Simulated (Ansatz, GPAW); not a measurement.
WS2: PBE in single-zeta orbitals, run from Python

These are simulated results from GPAW 26.7.0, not measurements. The cell began as a measured structure and was relaxed with r2SCAN+rVV10 in plane waves (Ansatz 0.2.0). All runs are without spin polarisation.

The symmetry is R3m (No. 160, trigonal); a = 3.172 Å, c = 18.712 Å in the conventional setting, 18.11 Å³ an atom. W has 6 S at 2.41 Å; S has 3 W at 2.41 Å.

The basis is minimal: single zeta, one radial function for each shell that the log's basis lists. It describes the filled bands fairly and the empty ones poorly.

Input script:

```python
import json
from ase import Atoms
from gpaw import GPAW, PW, FermiDirac

atoms = Atoms(['W', 'S', 'S'],
              cell=[[1.585887, 0.915612, 6.237476], [-1.585887, 0.915612, 6.237476], [0.0, -1.831224, 6.237476]],
              scaled_positions=[[0.000666, 0.000666, 0.000666], [0.250558, 0.250558, 0.250558], [0.417476, 0.417476, 0.417476]],
              pbc=True)
calc = GPAW(mode='lcao', basis='sz(dzp)', h=0.2, xc='PBE', kpts={'size': (6, 6, 6), 'gamma': True},
            occupations=FermiDirac(0.02), maxiter=100, legacy_gpaw=True, txt='gpaw.txt')
atoms.calc = calc
res = {'energy': atoms.get_potential_energy(force_consistent=True)}
res['electrons'] = calc.get_number_of_electrons()
res['k'] = calc.get_ibz_k_points().tolist()
res['levels'] = [calc.get_eigenvalues(kpt=i).tolist() for i in range(len(res['k']))]
points = [[0.0, 0.0, 0.0], [-0.5, -0.5, -0.5], [-0.5, -0.181032, -0.818968], [-0.181032, 0.181032, -0.5], [0.0, 0.0, -0.5], [0.0, 0.340516, -0.340516], [-0.340516, 0.0, -0.659484], [-0.5, 0.0, -0.5], [0.0, 0.174479, -0.177083], [-0.162929, 0.162929, -0.5]]
bands = calc.fixed_density(kpts=points, symmetry='off', txt='bands.txt')
res['points'] = [bands.get_eigenvalues(kpt=i).tolist() for i in range(len(points))]
json.dump(res, open('results.json', 'w'))
print('free energy (eV):', round(res['energy'], 5))
```

Command: `python run.py`. It took 15 s on 1 thread of Arm Neoverse V2 (shared host), peak memory 0.14 GiB.

The log gpaw.txt, trimmed of paths, versions and times, then the last line on the terminal. An iter line gives the energy in eV and the logarithms of the changes of orbitals (plane waves alone) and density (c: converged):

```
___ ___ ___ _ _ _
 |   |   |_  | | | |

 | | | | | . | | | |

 |__ |  _|___|_____|  26.7.0
 |___|_|

Input parameters:
  basis: sz(dzp)
  h: 0.2
  kpts: {gamma: True,
         size: (6, 6, 6)}
  maxiter: 100
  mode: lcao
  occupations: {fixmagmom: False,
                name: fermi-dirac,
                width: 0.02}
  xc: PBE

System changes: positions, numbers, cell, pbc, initial_charges, initial_magmoms

Initialize ...

species:
  W:
    name:    Tungsten
    Z:       74.0
    valence: 14
    core:    60
    charge:  0.0  # [|e|]
    compensation charges:
      type: gauss
      rc: 0.40  # [Å]
      lmax: 2
    cutoffs:
      filter: 2.36  # [Å]
      core: 3.02  # [Å]
    projectors
    | kind |    occ | energy [eV] | rcut [Å] |

    |------|--------|-------------|----------|

    |   5s |  2.000 |     -78.830 |    1.344 |

    |   6s |  2.000 |      -5.697 |    1.344 |

    |   5p |  6.000 |     -43.233 |    1.355 |

    |   6p |  0.000 |      -1.367 |    1.355 |

    |   5d |  4.000 |      -4.494 |    1.228 |

    |    d |        |      22.717 |    1.228 |

    LCAO basis set for W:
      Name: sz(dzp)
      Number of radial functions: 5
      Number of spherical harmonics: 13
        l=0, rc=3.3438 Bohr: 5s-sz confined orbital
        l=0, rc=8.9844 Bohr: 6s-sz confined orbital
        l=1, rc=4.0156 Bohr: 5p-sz confined orbital
        l=1, rc=12.9219 Bohr: 6p-sz confined orbital
        l=2, rc=7.1562 Bohr: 5d-sz confined orbital
      Number of RI-basis functions 0

  S:
    name:    Sulfur
    Z:       16.0
    valence: 6
    core:    10
    charge:  0.0  # [|e|]
    compensation charges:
      type: gauss
      rc: 0.24  # [Å]
      lmax: 2
    cutoffs:
      filter: 1.77  # [Å]
      core: 1.66  # [Å]
    projectors
    | kind |    occ | energy [eV] | rcut [Å] |

    |------|--------|-------------|----------|

    |   3s |  2.000 |     -17.254 |    0.974 |

    |   3p |  4.000 |      -7.008 |    0.979 |

    |    s |        |       9.957 |    0.974 |

    |    p |        |      20.203 |    0.979 |

    |    d |        |       0.000 |    0.900 |

    LCAO basis set for S:
      Name: sz(dzp)
      Number of radial functions: 2
      Number of spherical harmonics: 4
        l=0, rc=5.5156 Bohr: 3s-sz confined orbital
        l=1, rc=6.9375 Bohr: 3p-sz confined orbital
      Number of RI-basis functions 0

Reference energy: -460486.911450  # eV

Spin-paired calculation

Convergence criteria:
 Maximum [total energy] change in last 3 cyles: 0.0005 eV / valence electron
 Maximum integral of absolute [dens]ity change: 0.0001 electrons / valence electron
 Maximum integral of absolute [eigenst]ate change: 4e-08 eV^2 / valence electron
 Maximum number of scf [iter]ations: 100
 (Square brackets indicate name in SCF output, whereas a 'c' in
 the SCF output indicates the quantity has converged.)

Symmetries present (total): 2

  ( 1  0  0)  ( 0  1  0)
  ( 0  1  0)  ( 1  0  0)
  ( 0  0  1)  ( 0  0  1)

216 k-points: 6 x 6 x 6 Monkhorst-Pack grid + [1/12,1/12,1/12]
68 k-points in the irreducible part of the Brillouin zone
       k-points in crystal coordinates                weights
   0:     0.00000000    0.00000000    0.00000000          1/216
   1:     0.00000000    0.00000000    0.16666667          2/216
   2:     0.00000000    0.00000000    0.33333333          2/216
   3:     0.00000000    0.00000000    0.50000000          1/216
   4:     0.16666667   -0.16666667    0.00000000          2/216
   5:     0.16666667   -0.16666667    0.16666667          4/216
   6:     0.16666667   -0.16666667    0.33333333          4/216
   7:     0.16666667   -0.16666667    0.50000000          2/216
   8:     0.16666667    0.00000000   -0.33333333          4/216
   9:     0.16666667    0.00000000   -0.16666667          4/216
          ...
  67:     0.50000000    0.50000000    0.50000000          1/216

Wave functions: LCAO
  Diagonalizer: Serial LAPACK
  Atomic Correction: dense with blas
  Data-type: complex

Occupation numbers: Fermi-Dirac:
  width: 0.0200  # eV

Eigensolver
   LCAO using direct dense diagonalizer

Densities:
  Coarse grid: 12*12*12 grid
  Fine grid: 24*24*24 grid
  Total Charge: 0.000000

Density mixing:
  Method: separate
  Backend: msr1
  Linear mixing parameter: 0.05
  old densities: 10
  Width of damping distribution: 1.1
  Damping of long wavelength oscillations: 20

Hamiltonian:
  XC and Coulomb potentials evaluated on a 24*24*24 grid
  Using the PBE Exchange-Correlation functional
  Interpolation: tri-quintic (5. degree polynomial)
  Poisson solver: FastPoissonSolver using
    Stencil: 12*3+1=37 point O(h^6) finite-difference Laplacian
    FFT axes: [np.int64(0), np.int64(1), np.int64(2)]
    FST axes: []

XC parameters: PBE with 2 nearest neighbor stencil

Memory estimate:
  Process memory now: 112.05 MiB
  Calculator: 6.78 MiB
    Density: 3.20 MiB
      Arrays: 0.34 MiB
      Localized functions: 2.59 MiB
      Mixer: 0.26 MiB
    Hamiltonian: 0.42 MiB
      Arrays: 0.22 MiB
      XC: 0.00 MiB
      Poisson: 0.00 MiB
      vbar: 0.20 MiB
    Wavefunctions: 3.16 MiB
      C [qnM]: 0.44 MiB
      S, T [2 x qmm]: 0.92 MiB
      P [aqMi]: 0.06 MiB
      BasisFunctions: 1.75 MiB
      Eigensolver: 0.00 MiB

Total number of cores used: 1

Number of atoms: 3
Number of atomic orbitals: 21
Number of bands in calculation: 20
Number of valence electrons: 26
Bands to converge: occupied
Positions:
   0 W     -0.000000    0.000000    0.012462    ( 0.0000,  0.0000,  0.0000)
   1 S      0.000000   -0.000000    4.688549    ( 0.0000,  0.0000,  0.0000)
   2 S     -0.000000    0.000000    7.811990    ( 0.0000,  0.0000,  0.0000)

Unit cell:
           periodic     x           y           z      points  spacing
  1. axis:    yes    1.585887    0.915612    6.237476    12     0.2265
  2. axis:    yes   -1.585887    0.915612    6.237476    12     0.2265
  3. axis:    yes    0.000000   -1.831224    6.237476    12     0.2265

  Lengths:   6.500730   6.500730   6.500730
  Angles:   28.240191  28.240191  28.240198

Effective grid spacing dv^(1/3) = 0.3156

iter:   1     2.144600        c
iter:   2     2.237108        c -1.29
iter:   3     2.509619        c -1.32
iter:   4     2.602052        c -1.70
iter:   5     2.603386        c -2.60
iter:   6     2.603687c       c -2.71
iter:   7     2.603692c       c -3.86
iter:   8     2.603693c       c -3.98
iter:   9     2.603693c       c -5.05c

Converged after 9 iterations.

Energy contributions relative to reference atoms: (reference = -460486.911450)

Kinetic:        +34.295669
Potential:      -17.456491
External:        +0.000000
XC:             -20.796702
Entropy (-ST):   -0.000000
Local:           +6.561216
SIC:             +0.000000
--------------------------
Free energy:     +2.603693
Extrapolated:    +2.603693

Showing only first 2 kpts
 Kpt  Band  Eigenvalues  Occupancy
  0    11      6.72470    2.00000
  0    12      7.71821    2.00000
  0    13     11.26174    0.00000
  0    14     11.26266    0.00000

  1    11      7.00679    2.00000
  1    12      7.49551    2.00000
  1    13     10.65221    0.00000
  1    14     10.95941    0.00000

Fermi level: 9.28931

Gap: 1.048 eV
Transition (v -> c):
  (s=0, k=67, n=12, [0.50, 0.50, 0.50]) -> (s=0, k=7, n=13, [0.17, -0.17, 0.50])
Direct/indirect transitions are different
Direct gap: 2.014 eV
Transition at: (s=0, k=53, n=12, [0.50, 0.17, -0.17])

free energy (eV): 2.60369
```

The gap in the log is over the mesh alone; results.json adds the listed points. PBE in single-zeta orbitals gives a gap of 1.05 eV. On the same cell, plane-wave PBE (Ansatz, 10×10×10 k points and the special points) gives a gap of 1.07 eV and r2SCAN a gap of 1.18 eV; on shared hosts these took about 11 and 22 core-seconds on the 3-atom cell, against 15 for the script. Spin-orbit coupling, left out in all these runs, can cut or reorder the gap by tenths of an eV, up to about 1 eV with Pb or Bi.

Spin-orbit coupling is left out, which matters wherever the heavy atoms make up the band edges.
